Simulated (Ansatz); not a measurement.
## Relaxation of Mo

These are results of Ansatz 0.2.0, DFT PBEsol, scalar-relativistic, plane waves, PAW, not measurements. Run with 420 eV cutoff, 14×14×14 k-mesh, Gaussian smearing of 0.10 eV, no spin polarisation.

What was changed: uniaxial strain along c, with a, b and atoms relaxed: -2.0 %.

Input:

```yaml
crystal:
  lattice:
    - [3.1449866674, 0.0, 0.0]
    - [0.0, 3.1449866674, 0.0]
    - [0.0, 0.0, 3.0667531682]
  atoms:
    - { symbol: Mo, position: [0.0, 0.0, 0.0] }
    - { symbol: Mo, position: [0.5, 0.5, 0.5] }
basis:
  ecutwfc: 420
kpoints:
  mp_grid: { grid: [14, 14, 14] }
hamiltonian:
  xc: pbesol
scf:
  occupations: { method: gaussian, width: 0.1 }
output:
  forces: true
  stress: true
  eigenvalues: true
relax:
  adjacent_minimum: "off"
  f_tol: 0.008
  max_steps: 40
  cell: { stress_tol: 0.015, fix: [c, angles] }
```

F is the free energy. Steps run on the plane waves of an earlier cell, but the last one, and at times one on the way, on a freshly chosen basis, so a repeated geometry can differ a little in energy. The held parts of the cell keep their stress, so P needn't end at zero.

Steps:

| step | F − F(1) (eV) | largest force component (eV/Å) | V (Å³/atom) | P (GPa) |
| --- | --- | --- | --- | --- |
| 1 | 0.0000 | 0.000 | 15.167 | 3.22 |
| 2 | 0.0005 | 0.000 | 15.272 | 1.25 |
| 3 | -0.0002 | 0.000 | 15.202 | 2.54 |
| 4 | -0.0002 | 0.000 | 15.202 | 2.54 |

Relaxed structure:

```yaml
crystal:
  lattice:
    - [3.14871, 0.00000, 0.00000]
    - [0.00000, 3.14871, 0.00000]
    - [0.00000, 0.00000, 3.06675]
  atoms:
    - { symbol: Mo, position: [0.00000, 0.00000, 0.00000] }
    - { symbol: Mo, position: [0.50000, 0.50000, 0.50000] }
```

It takes space group I4/mmm (No. 139, tetragonal). The conventional cell has a = 3.149 Å, b = 3.149 Å, c = 3.067 Å, α = 90.00°, β = 90.00°, γ = 90.00°. Mo (site symmetry 4/mmm) has 14 Mo at 2.70 to 3.15 Å as nearest neighbours.

The run converged. The run took roughly 60 core-seconds.